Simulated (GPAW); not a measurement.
# TiO2 (P4_2/mnm) in GPAW: notebook

The runs below take TiO2 through single point, relaxation of cell and atoms, with PBE, revPBE+D3.

All numbers are computed with GPAW 26.7.0; they aren't measurements. Logs are shortened: lines on timing, memory, paths and dates and some standing lists are left out, and cuts for length are marked. The log counts tension as positive stress, the text compression.

## (1) The crystal as given

Symmetry: P4_2/mnm, No. 136, tetragonal system. Conventional cell: a = 4.600 Å, b = 4.600 Å, c = 2.959 Å, α = 90.00°, β = 90.00°, γ = 90.00°. Around Ti (site symmetry mmm) lie 6 O at 1.95 to 1.98 Å. Around O (site symmetry m2m) lie 3 Ti at 1.95 to 1.98 Å.

The cell is a database's computed one.

## (2) Single point, PBE

Input file run.py:

```python
from ase.dft.bandgap import bandgap
from ase.io import write
from ase.spacegroup import crystal
from ase.units import GPa
from gpaw import GPAW, PW

# Ti 2b
# O 4g
atoms = crystal(['Ti', 'O'],
                basis=[[0.0, 0.0, 0.5],
                       [0.30432132, 0.30432132, 0.5]],
                spacegroup=136, setting=1,  # P4_2/mnm
                cellpar=[4.59983732, 4.59983732, 2.95921356, 90.0, 90.0, 90.0],
                primitive_cell=True)

calc = GPAW(mode=PW(700),
            xc='PBE',
            kpts={'size': (4, 4, 6), 'gamma': True},
            occupations={'name': 'fermi-dirac', 'width': 0.05},
            nbands=43,
            convergence={'density': 1e-05, 'energy': 1e-05},
            maxiter=50,
            txt='gpaw.txt')
atoms.calc = calc
energy = atoms.get_potential_energy()
forces = atoms.get_forces()
stress = atoms.get_stress()
calc.write('gs.gpw')
write('result.traj', atoms)
print(f'Energy: {energy:.6f} eV')
print('Forces (eV/A):')
print(forces.round(4))
print('Stress (GPa):', (stress / GPa).round(3))
print('Fermi level:', round(calc.get_fermi_level(), 4), 'eV')
print(f'Gap: {bandgap(calc)[0]:.4f} eV, direct: {bandgap(calc, direct=True)[0]:.4f} eV')
```

Potentials or basis: GPAW PAW data sets (gpaw-data 1.2.1), pw.

Command:

```sh
OMP_NUM_THREADS=1 python run.py
```

gpaw.txt:

```text
__  _  _
 | _ |_)|_||  |
 |__||  | ||/\| - 26.7.0

Input parameters:
  mode=PW(ecut=700.0),
  convergence={'density': 1e-05, 'energy': 1e-05},
  kpts=MonkhorstPack(size=(4, 4, 6), gamma=True),
  maxiter=50,
  nbands=43,
  occupations=Occupations(name='fermi-dirac', width=0.05),
  xc=XC(name='PBE')

Diagonalizing LCAO Hamiltonian
Converting LCAO to pw mode
    .----------.
   /|          |
  / |          |
 *  |      O   |
 |  .O---------.
 Ti/  O Ti    /
 |/       O  /
 *----------*

Atoms  # Å, Bohr magnetons
|   | symbol |        x |        y |        z |    initial magnetic moments |
|---|--------|----------|----------|----------|-----------------------------|
| 0 |     Ti | 0.000000 | 0.000000 | 1.479607 | ( 0.0000,  0.0000,  0.0000) |
| 1 |     Ti | 2.299919 | 2.299919 | 0.000000 | ( 0.0000,  0.0000,  0.0000) |
| 2 |      O | 1.399829 | 1.399829 | 1.479607 | ( 0.0000,  0.0000,  0.0000) |
| 3 |      O | 3.200009 | 3.200009 | 1.479607 | ( 0.0000,  0.0000,  0.0000) |
| 4 |      O | 0.900090 | 3.699747 | 0.000000 | ( 0.0000,  0.0000,  0.0000) |
| 5 |      O | 3.699747 | 0.900090 | 0.000000 | ( 0.0000,  0.0000,  0.0000) |

Unit cell  # Å
| periodic |        x |        y |        z |  lengths |    angles |
|----------|----------|----------|----------|----------|-----------|
|      yes | 4.599837 | 0.000000 | 0.000000 | 4.599837 | 90.000000 |
|      yes | 0.000000 | 4.599837 | 0.000000 | 4.599837 | 90.000000 |
|      yes | 0.000000 | 0.000000 | 2.959214 | 2.959214 | 90.000000 |

Number of symmetries: 8
Symmetry operations  # r_c * U_cc + t_c -> r_c
|   | kind |            matrix            |
|---|------|------------------------------|
| 0 |  E   |  1, 0, 0,  0, 1, 0,  0, 0, 1 |
| 1 |  σ   |  1, 0, 0,  0, 1, 0,  0, 0,-1 |
| 2 |  σ   |  0, 1, 0,  1, 0, 0,  0, 0, 1 |
| 3 |  C2  |  0, 1, 0,  1, 0, 0,  0, 0,-1 |
| 4 |  σ   |  0,-1, 0, -1, 0, 0,  0, 0, 1 |
| 5 |  C2  |  0,-1, 0, -1, 0, 0,  0, 0,-1 |
| 6 |  C2  | -1, 0, 0,  0,-1, 0,  0, 0, 1 |
| 7 |  i   | -1, 0, 0,  0,-1, 0,  0, 0,-1 |

BZ-sampling:
  Number of BZ points: 96
  Number of IBZ points: 28

  Monkhorst-Pack size: [4, 4, 6]
  Monkhorst-Pack shift: [0.125, 0.125, 0.08333333333333333]

K-points  # in reciprocal-cell coordinates
|     |                                coordinates |     weight |
|-----|--------------------------------------------|------------|
|   0 | (  0.00000000,   0.00000000,   0.00000000) | 0.01041667 |
|   1 | (  0.00000000,   0.00000000,   0.16666667) | 0.02083333 |
|   2 | (  0.00000000,   0.00000000,   0.33333333) | 0.02083333 |
|   3 | (  0.00000000,   0.00000000,   0.50000000) | 0.01041667 |
|   4 | (  0.25000000,  -0.25000000,   0.00000000) | 0.02083333 |
|   5 | (  0.25000000,  -0.25000000,   0.16666667) | 0.04166667 |
|   6 | (  0.25000000,  -0.25000000,   0.33333333) | 0.04166667 |
|   7 | (  0.25000000,  -0.25000000,   0.50000000) | 0.02083333 |
|   8 | (  0.25000000,   0.00000000,   0.00000000) | 0.04166667 |
|   9 | (  0.25000000,   0.00000000,   0.16666667) | 0.08333333 |
| ... |                                            |            |
|  27 | (  0.50000000,   0.50000000,   0.50000000) | 0.01041667 |

Plane wave coefficients: 2656
Cutoff: 700.0 eV

Spin-components: 1 (collinear spins)
Bands:           43
Projectors:      32
Spin-degeneracy: 2
Datatype:        complex128

Parallelization:
  kpt:    1
  domain: 1
  band:   1

Density:
  Valence electrons: 48.0
  Components: 1
  Grid points: [30 30 20]
  Charge: 0.0  # |e|

Potential:
  Grid points: [30 30 20]

species:
  Ti:
    name:    Titanium
    Z:       22.0
    valence: 12
    core:    10
    charge:  0.0  # [|e|]
    compensation charges:
      type: gauss
      rc: 0.38  # [Å]
      lmax: 2
    cutoffs:
      filter: 2.23  # [Å]
      core: 1.02  # [Å]
    projectors
    | kind |    occ | energy [eV] | rcut [Å] |
    |------|--------|-------------|----------|
    |   3s |  2.000 |     -62.623 |    1.270 |
    |   4s |  2.000 |      -4.466 |    1.270 |
    |   3p |  6.000 |     -38.862 |    1.058 |
    |   4p |  0.000 |      -1.466 |    1.058 |
    |   3d |  2.000 |      -4.258 |    1.058 |
    |    d |        |      22.953 |    1.058 |

    Using partial waves for Ti as LCAO basis

  O:
    name:    Oxygen
    Z:       8.0
    valence: 6
    core:    2
    charge:  0.0  # [|e|]
    compensation charges:
      type: gauss
      rc: 0.21  # [Å]
      lmax: 2
    cutoffs:
      filter: 1.17  # [Å]
      core: 0.83  # [Å]
    projectors
    | kind |    occ | energy [eV] | rcut [Å] |
    |------|--------|-------------|----------|
    |   2s |  2.000 |     -23.961 |    0.688 |
    |   2p |  4.000 |      -9.029 |    0.598 |
    |    s |        |       3.251 |    0.688 |
    |    p |        |      18.182 |    0.598 |
    |    d |        |       0.000 |    0.619 |

    Using partial waves for O as LCAO basis

Reference energy: -54611.437768  # eV

eigensolver:
  PPCG
  Converge bands: occupied
  niter=2

density mixing:
  MSR1-Mixer
  Pratt-step length: 0.05
  Maximum mixing coefficient: 0.75
  Old densities: 10
  SVD Regularization: 0.005
  Good broyden scale: 1.0
  Trust region scale: 1.0
  Backstep threshold: 4.0
  History deletion threshold: 6.0
  Fourier metric: weight=20.0, sigma=0.015

occupation numbers:
  Fermi-Dirac:
    width: 0.0500  # eV

poisson solver:
  ecut: 5600.0  # eV

xc functional:
  name: PBE with 2 nearest neighbor stencil

convergence criteria:
- Maximum integral of absolute [dens]ity change: 1e-05 electrons / valence electron
- Maximum [total energy] change in last 3 cyles: 1e-05 eV / valence electron
- Maximum integral of absolute [eigenst]ate change: 4e-08 eV^2 / valence electron
maximum number of iterations: 50

SCF iterations
|iter     | |      energy | eigst |  dens |
|---------|-|-------------|-------|-------|
|iter:   1| |  -61.420412 | -0.09 |       |
|iter:   2| |  -58.379071 | -1.86 | -0.78 |
|iter:   3| |  -52.780135 | -0.63 | -0.85 |
|iter:   4| |  -52.222306 | -1.79 | -1.29 |
|iter:   5| |  -52.186276 | -2.52 | -1.56 |
|iter:   6| |  -52.176143 | -3.46 | -1.96 |
|iter:   7| |  -52.176041 | -4.65 | -2.90 |
|iter:   8| |  -52.176073c| -5.69 | -3.41 |
|iter:   9| |  -52.176061c| -6.56 | -3.76 |
|iter:  10| |  -52.176062c| -7.27 | -4.11 |
|iter:  11| |  -52.176061c| -7.84c| -4.43 |
|iter:  12| |  -52.176061c| -8.34c| -4.95 |
|iter:  13| |  -52.176061c| -8.57c| -5.32c|

Converged in 13 steps
Energy contributions relative to reference atoms: (reference = -54611.437768)

Energy contributions:
  Kinetic:          58.904972
  Coulomb:         -68.528395
  Zero:              1.233850
  External:          0.000000
  Xc:              -43.786488
  Entropy:          -0.000000
  Spinorbit:         0.000000
  ----------------------------
  Free energy:     -52.176061
  Extrapolated:    -52.176061

dipole moment: (-14.838974, -14.838974, -26.143213)  # |e|*Ang

Fermi level: 6.513
Eigenvalues  # (at kpt = [0.000, 0.000, 0.000])
| band index |      eig [eV] | occ [0-2] |
|------------|---------------|-----------|
|          0 |       -51.266 |     2.000 |
|        ... |               |           |
|         16 |         1.815 |     2.000 |
|         17 |         3.059 |     2.000 |
|         18 |         3.059 |     2.000 |
|         19 |         3.629 |     2.000 |
|         20 |         4.906 |     2.000 |
|         21 |         5.158 |     2.000 |
[... 8 lines left out ...]
|         30 |        10.186 |     0.000 |
|         31 |        12.205 |     0.000 |
|        ... |               |           |
|         42 |        25.042 |     0.000 |

Gap: 1.873 eV
Transition (v -> c):
  (s=0, k=0, n=23, [0.00, 0.00, 0.00]) -> (s=0, k=0, n=24, [0.00, 0.00, 0.00])
No difference between direct/indirect transitions

Forces  # eV/Ang
|        x |        y |       z |
|----------|----------|---------|
|  0.00000 |  0.00000 | 0.00000 |  # Ti   0
|  0.00000 | -0.00000 | 0.00000 |  # Ti   1
| -0.02167 | -0.02167 | 0.00000 |  # O    2
|  0.02167 |  0.02167 | 0.00000 |  # O    3
|  0.02167 | -0.02167 | 0.00000 |  # O    4
| -0.02167 |  0.02167 | 0.00000 |  # O    5

Stress tensor  # eV/Ang^3
|         x |         y |         z |
|-----------|-----------|-----------|
| -0.025579 |  0.000000 |  0.000000 |
|  0.000000 | -0.025579 |  0.000000 |
|  0.000000 |  0.000000 | -0.024031 |

# Writing to gs.gpw (mode='')
```

It took 66 s on 1 thread of Arm Neoverse V2, shared host; peak memory 0.23 GiB.

Results:

| Item | Value |
| --- | --- |
| Free energy | -52.1761 eV |
| Pressure | 4.0 GPa |
| Largest force | 0.031 eV/Å |
| Band gap on the k mesh | 1.87 eV, direct |

Forces on the atoms (eV/Å):
```
Ti   0.000  0.000  0.000
Ti   0.000  0.000  0.000
O   -0.022 -0.022  0.000
O    0.022  0.022  0.000
O    0.022 -0.022  0.000
O   -0.022  0.022  0.000
```

Caveat: the k mesh is coarse; the cutoff is short for stress and forces, so pressures can be off by a GPa or more. A hybrid or GW would open this gap; PBE tends to underestimate it.

## (3) Relaxation of cell and atoms, revPBE+D3

Input file run.py:

```python
from ase.calculators.mixing import SumCalculator
from ase.filters import FrechetCellFilter
from ase.io import read, write
from ase.optimize import FIRE
from dftd3.ase import DFTD3
from gpaw import GPAW, PW

atoms = read('POSCAR')

calc = GPAW(mode=PW(800),
            xc='revPBE',
            kpts={'size': (4, 4, 6), 'gamma': True},
            occupations={'name': 'fermi-dirac', 'width': 0.05},
            nbands=43,
            convergence={'density': 1e-05, 'energy': 1e-05},
            maxiter=150,
            txt='gpaw.txt')
atoms.calc = SumCalculator([calc, DFTD3(method='revpbe', damping='d3zero')])
opt = FIRE(FrechetCellFilter(atoms), trajectory='relax.traj', logfile='-')
done = opt.run(fmax=0.05, steps=40)
calc.write('gs.gpw')
write('result.traj', atoms)
print('Converged:', done)
print('Cell:', atoms.cell.cellpar().round(4))
print('Volume:', round(atoms.get_volume(), 4))
print(atoms.get_scaled_positions().round(5))
```

Input file POSCAR:

```
TiO2
1.0
    4.5998373239      0.0000000000      0.0000000000
    0.0000000000      4.5998373239      0.0000000000
    0.0000000000      0.0000000000      2.9592135600
Ti O
2 4
Direct
    0.0000000000      0.0000000000      0.5000000000
    0.5000000000      0.5000000000      0.0000000000
    0.3043213200      0.3043213200      0.5000000000
    0.1956786800      0.8043213200      0.0000000000
    0.8043213200      0.1956786800      0.0000000000
    0.6956786800      0.6956786800      0.5000000000
```

Potentials or basis: the program's PAW data sets (release 1.2.1) made for this functional, pw.

Command:

```sh
OMP_NUM_THREADS=1 python run.py
```

Wall time 9.9 min (1 thread of Arm Neoverse V2, shared host); peak memory 0.44 GiB.

Results (log left out):

```yaml
Free_energy: -52.0940 eV
Relaxed_volume: 10.64 Å³/atom
Relaxed_cell: a = 4.635 Å, b = 4.635 Å, c = 2.972 Å, α = 90.00°, β = 90.00°, γ = 90.00°
Space_group_after_relaxing_to_0.05_Å: P4_2/mnm (No. 136)
Energy_gained_by_relaxing: 3.3 meV/atom
Ionic_steps: 15
Pressure_after_relaxing: -0.1 GPa
Largest_force_after_relaxing: 0.023 eV/Å
Band_gap_on_the_k_mesh: 1.86 eV, direct
Dispersion_energy_per_atom: -0.333 eV
```

Forces in eV/Å, atoms in the order of the input:
```
Ti   0.000  0.000  0.000
Ti   0.000  0.000  0.000
O   -0.016 -0.016  0.000
O    0.016 -0.016  0.000
O   -0.016  0.016  0.000
O    0.016  0.016  0.000
```

Stress tensor (GPa, compression positive):
```
 0.17  0.00  0.00
 0.00  0.17  0.00
 0.00  0.00 -0.62
```

The path:
```csv
step,energy change (eV),largest force (eV/Å),pressure (GPa),volume (Å³)
1,0.0000,0.0948,4.42,62.61
2,-0.0029,0.0677,4.02,62.70
3,-0.0075,0.0212,3.27,62.88
4,-0.0123,0.0312,2.27,63.12
5,-0.0158,0.0724,1.15,63.41
6,-0.0180,0.0864,0.07,63.71
7,-0.0189,0.0665,-0.82,63.99
8,-0.0189,0.0629,-0.79,63.98
9,-0.0190,0.0559,-0.75,63.98
10,-0.0191,0.0459,-0.68,63.96
11,-0.0193,0.0334,-0.59,63.95
12,-0.0195,0.0192,-0.48,63.93
13,-0.0196,0.0042,-0.36,63.91
14,-0.0196,0.0102,-0.23,63.88
15,-0.0196,0.0233,-0.10,63.85
```

Final structure:
```
CELL_PARAMETERS angstrom
4.63517 0.00000 0.00000
0.00000 4.63517 0.00000
0.00000 0.00000 2.97205
ATOMIC_POSITIONS crystal
Ti 0.00000 0.00000 0.50000
Ti 0.50000 0.50000 0.00000
O 0.30447 0.30447 0.50000
O 0.19553 0.80447 0.00000
O 0.80447 0.19553 0.00000
O 0.69553 0.69553 0.50000
```

Levels at points of the mesh, in eV from the valence-band top:
| k point | band 21 | band 22 | band 23 | band 24 | band 25 | band 26 | band 27 | band 28 |
| --- | --- | --- | --- | --- | --- | --- | --- | --- |
| (0.00, 0.00, 0.00) | -0.69 | -0.44 | -0.44 | 0.00 | 1.86 | 2.14 | 2.39 | 2.47 |
| (0.00, 0.00, 0.50) | -2.24 | -2.24 | -1.40 | -1.40 | 2.91 | 2.91 | 3.14 | 3.14 |
| (0.50, 0.00, 0.00) | -1.59 | -1.59 | -0.72 | -0.72 | 2.50 | 2.50 | 2.97 | 2.97 |
| (0.50, 0.00, 0.50) | -1.98 | -1.98 | -1.00 | -1.00 | 1.91 | 1.91 | 3.16 | 3.16 |
| (0.50, 0.50, 0.00) | -1.28 | -1.28 | -1.06 | -1.06 | 1.89 | 1.89 | 2.49 | 2.49 |
| (0.50, 0.50, 0.50) | -1.23 | -1.23 | -0.67 | -0.67 | 2.57 | 2.57 | 3.16 | 3.16 |

Caveat: the k mesh is coarse; later steps reuse the first step's grids.
